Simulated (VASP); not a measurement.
Here is a VASP 6.6.1 calculation.

The input INCAR:

```
ALGO = Normal ; CSHIFT = 0.05
EDIFF = 1E-6 ; ENCUT = 520
ISIF = 2 ; ISMEAR = 0
LASPH = T ; LCHARG = F
LOPTICS = T ; LREAL = F
LWAVE = F ; NBANDS = 92
NEDOS = 2000 ; NELM = 60
PREC = Accurate ; SIGMA = 0.02
```

The input KPOINTS:

```
k-points
0
Gamma
  4 6 3
```

POSCAR

```
HfO2
1.0
    5.5563950000      0.0000000000      0.0000000000
    0.0000000000      3.3335970000      0.0000000000
    0.0000000000      0.0000000000      6.5049950000
Hf O
4 8
Direct
    0.7486820000      0.7500000000      0.6078710000
    0.2513180000      0.2500000000      0.3921290000
    0.2486820000      0.7500000000      0.8921290000
    0.7513180000      0.2500000000      0.1078710000
    0.6394990000      0.2500000000      0.4234000000
    0.3605010000      0.7500000000      0.5766000000
    0.1394990000      0.2500000000      0.0766000000
    0.8605010000      0.7500000000      0.9234000000
    0.5207940000      0.2500000000      0.8414530000
    0.4792060000      0.7500000000      0.1585470000
    0.0207940000      0.2500000000      0.6585470000
    0.9792060000      0.7500000000      0.3414530000
```

Potentials or basis: VASP PAW LDA potentials, release 64 (Hf_pv, O).

Run with:

```console
$ cat potpaw_LDA.64/Hf_pv/POTCAR potpaw_LDA.64/O/POTCAR > POTCAR
$ mpirun -np 1 vasp_std > vasp.out
```

(1) Predict the largest force.

(2) Estimate the pressure.

(3) Predict the band gap on the k mesh.

## Answers

(1) 0.177 eV/Å.

(2) -15.9 GPa.

(3) 3.25 eV, direct.

Caveat: so large a pressure means that the cell lies far from this level's equilibrium, or that cutoff or potentials fall short; spin-orbit coupling is left out, which moves the levels of the heavy elements; an odd mesh through Γ misses points on the zone boundary, where band edges often lie.
